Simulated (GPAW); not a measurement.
Runs of GPAW 26.7.0 on TaN. Symmetry: F-43m, No. 216, cubic system. The conventional cell has a = 4.982 Å, b = 4.982 Å, c = 4.982 Å, α = 90.00°, β = 90.00°, γ = 90.00°. Ta (site symmetry -43m) has 4 N at 2.16 Å as nearest neighbours. N (site symmetry -43m) has 4 Ta at 2.16 Å as nearest neighbours. The cell comes from a database or a generator and needn't be the stable form of this composition.

| exact-exchange share | gap on the mesh (eV) |
| --- | --- |
| 0.1 | none |
| 0.5 | 1.76 |
| 0.35 | (a) |
| 0.2 | none |

Alike in all rows: task single point; level PBEh(alpha); potentials or basis GPAW PAW data sets (gpaw-data 1.2.1), pw; no spin polarisation; cell as given; k mesh 3 × 3 × 3; cutoff (eV) 600; smearing fermi-dirac 0.05 eV; the mesh is coarse, so values aren't converged.

Task: Estimate the missing entries.

Result: (a) 0.96.

Caveats: all runs use coarse meshes; exact exchange converges slowly with the k mesh, and this mesh is small; spin-orbit coupling is left out, which moves the levels of the heavy elements (some runs); an odd mesh through Γ misses points on the zone boundary, where band edges often lie (some runs).

A k mesh can miss the band edges, and the runs leave out spin-orbit coupling on Ta.

A gap of «none» marks a metal or a gap under the smearing width.
